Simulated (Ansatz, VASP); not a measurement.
Given: the input of a run of VASP 6.6.1 on Nb.

The input INCAR:

```
SYSTEM = Nb
PREC     = Accurate       ! precision mode
ENCUT    = 520            ! plane-wave cutoff, eV
EDIFF    = 1E-7           ! SCF threshold, eV
ISMEAR   = -1             ! smearing method
SIGMA    = 0.05           ! smearing width, eV
LREAL    = .FALSE.        ! projectors in reciprocal space
LASPH    = .TRUE.         ! aspherical terms in the spheres
NELM     = 100            ! most SCF steps
ALGO     = Normal         ! electronic algorithm
ISIF     = 2              ! what is computed and relaxed
LWAVE    = .FALSE.        ! write WAVECAR
LCHARG   = .FALSE.        ! write CHGCAR
GGA      = PE             ! functional
NBANDS   = 12             ! bands
```

File KPOINTS:

```
regular mesh
0
G
  11 11 11
  0 0 0
```

POSCAR

```
Nb
1.0
   -1.6414614324      1.6414614324      1.6414614324
    1.6414614324     -1.6414614324      1.6414614324
    1.6414614324      1.6414614324     -1.6414614324
Nb
1
Direct
    0.0000000000      0.0000000000      0.0000000000
```

Potentials or basis: VASP PAW PBE potentials, release 64 (Nb_sv).

Launch:

```sh
$ cat potpaw_PBE.64/Nb_sv/POTCAR > POTCAR
$ mpirun -np 1 vasp_std > vasp.out
```

Set up the same calculation for Ansatz 0.2.0. Potentials there: Ansatz PAW.

As run (the cutoff follows the program's own potentials):

input.yaml

```yaml
crystal:
  lattice:
    - [-1.6414614324, 1.6414614324, 1.6414614324]
    - [1.6414614324, -1.6414614324, 1.6414614324]
    - [1.6414614324, 1.6414614324, -1.6414614324]
  atoms:
    - { symbol: Nb, position: [0.0, 0.0, 0.0] }
hamiltonian:
  xc: pbe
  pseudopotentials: { kind: paw }
kpoints:
  mp_grid: { grid: [11, 11, 11] }
scf:
  occupations: { method: fermi_dirac, width: 0.05 }
output:
  forces: true
  stress: true
  eigenvalues: true
```

Potentials or basis: Ansatz PAW.

Run with:

```sh
$ ansatz run input.yaml --threads 1 --pin off --max-ram 3584MiB --backend cpu --events-out ev --progress --plain --runs-dir out
```

Both were run:

|  | VASP | Ansatz | Ansatz less VASP |
| --- | --- | --- | --- |
| gap on the k mesh at the Fermi level (eV) | none | none | - |
| pressure (GPa) | 4.9 | 5.2 | +0.33 |

A gap of «none» marks a metal or a gap that the smearing closes.
